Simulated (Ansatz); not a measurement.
## Forms of Cd2Te3: one energy to predict

Method: Ansatz 0.2.0, DFT PBE, scalar-relativistic, plane waves, PAW. All cells share a 420 eV cutoff and Γ-centred k meshes spaced at most about 0.3 Å⁻¹ (about 0.25 or finer for metals, 2π included). No spin polarisation.

All energies are static (0 K, no zero-point motion). Rows are sorted by volume; energies count from the lowest form computed. Coordination counts Te atoms around Cd (those within 1.25 times the shortest such distance or 1.15 times the sum of covalent radii; the shortest distance is added where it is long for a bond; a slash parts the counts of unlike sites).

```tsv
row	form	source	atoms	coordination	V (Å³/atom)	gap on mesh (eV)	ΔE (meV/atom)
1	P-3m1	invented	5	Cd 6	29.8	0	0
2	P-3m1	invented	5	Cd 4	31.6	0	?
3	corundum type, R-3c	invented	10	Cd 6	33.0	0	57
4	Pm-3m	invented	5	Cd 6/12 from 4.0 Å	35.8	0	588
5	P6/mmm	invented	5	Cd 6 from 3.5 Å	39.6	0	302
```

The cell of row 2:

```cif
data_structure
_symmetry_space_group_name_H-M 'P-3m1'
_symmetry_Int_Tables_number 164
_cell_length_a 4.6233
_cell_length_b 4.6233
_cell_length_c 8.5302
_cell_angle_alpha 90.000
_cell_angle_beta 90.000
_cell_angle_gamma 120.000
_cell_volume 157.90
loop_
_atom_site_label
_atom_site_type_symbol
_atom_site_symmetry_multiplicity
_atom_site_Wyckoff_symbol
_atom_site_fract_x
_atom_site_fract_y
_atom_site_fract_z
_atom_site_occupancy
Cd1 Cd 2 d 0.66667 0.33333 0.39363 1
Te1 Te 2 d 0.66667 0.33333 0.76118 1
Te2 Te 1 a 0.00000 0.00000 0.00000 1
```

Question: How far above the lowest form does the open row lie?

Answer: 108 meV/atom, which puts it above row 3 and below row 5. Counting Te atoms around Cd, row 2 has Cd 4 and the lowest form (row 1) has Cd 6.

An observed structure of this formula, if there is one, may be missing.

No dispersion correction is applied, so the spacing and binding between layers, chains or molecules are poorly described (P-3m1 at 29.8 Å³/atom), and this can change margins and order among such cells. These runs have no spin–orbit coupling, which can matter for Te. Cells relaxed within their symmetry can be saddle points. Some candidate types were left out of the draw beforehand, so a known form may be missing.
